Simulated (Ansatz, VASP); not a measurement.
# CoO: VASP beside Ansatz

File INCAR:

```
ALGO = Normal ; EDIFF = 1E-6
ENCUT = 520 ; GGA = PE
ISIF = 2 ; ISMEAR = -1
ISPIN = 2 ; LASPH = T
LCHARG = F ; LMAXMIX = 4
LORBIT = 11 ; LREAL = F
LWAVE = F ; MAGMOM = 2 0
NBANDS = 18 ; NELM = 150
PREC = Accurate ; SIGMA = 0.05
```

KPOINTS

```
k-points
0
Gamma
  11 11 11
```

The input POSCAR:

```
CoO
1.0
    0.0000000000      2.1733064236      2.1733064236
    2.1733064236      0.0000000000      2.1733064236
    2.1733064236      2.1733064236      0.0000000000
Co O
1 1
Direct
    0.0000000000      0.0000000000      0.0000000000
    0.5000000000      0.5000000000      0.5000000000
```

The input input.yaml:

```yaml
crystal:
  lattice:
    - [0.0, 2.1733064236, 2.1733064236]
    - [2.1733064236, 0.0, 2.1733064236]
    - [2.1733064236, 2.1733064236, 0.0]
  atoms:
    - { symbol: Co, position: [0.0, 0.0, 0.0], spin: 2.0 }
    - { symbol: O, position: [0.5, 0.5, 0.5] }
hamiltonian:
  xc: pbe
  pseudopotentials: { kind: paw }
magnetization:
  spin_polarized: true
kpoints:
  mp_grid: { grid: [11, 11, 11] }
scf:
  occupations: { method: fermi_dirac, width: 0.05 }
output:
  forces: true
  stress: true
  eigenvalues: true
```

Alike in both runs: task single point; functional PBE; k mesh 11 × 11 × 11; occupations fermi-dirac, width 0.05 eV; collinear spin.

|  | VASP | Ansatz |
| --- | --- | --- |
| version | VASP 6.6.1 | Ansatz 0.2.0 |
| potentials or method | VASP PAW PBE potentials, release 64 (Co, O) | Ansatz PAW |
| plane-wave cutoff (eV) | 520 | 420 |
| valence electrons in the cell | 15 | 23 |

Ansatz gave:

* gap on the k mesh at the Fermi level (eV): none
* pressure (GPa): -10.6
* net moment per atom (μB): 1.50
* size of the moment on the site where the two differ most (μB): 2.55

**Question.** What did VASP give for the same quantities?

**Answer.** gap on the k mesh at the Fermi level (eV): none; pressure (GPa): -10.9; net moment per atom (μB): 1.49; size of the moment on the site where the two differ most (μB): 2.61.

Site moments also hang on the region over which each program counts them. A gap of «none» marks a metal or a gap that the smearing closes. With one functional, cell and mesh, what is left measures potentials, basis and numerics. The two sets of potentials don't hold the same shells in valence.

Caveats: a cell with one magnetic atom can't hold antiferromagnetic order, which such compounds often take; semilocal functionals often make such compounds metallic where correlation or magnetic order opens a gap, which also shifts bond lengths; the pressure holds a Pulay correction of +0.7 GPa for the finite cutoff (Ansatz).
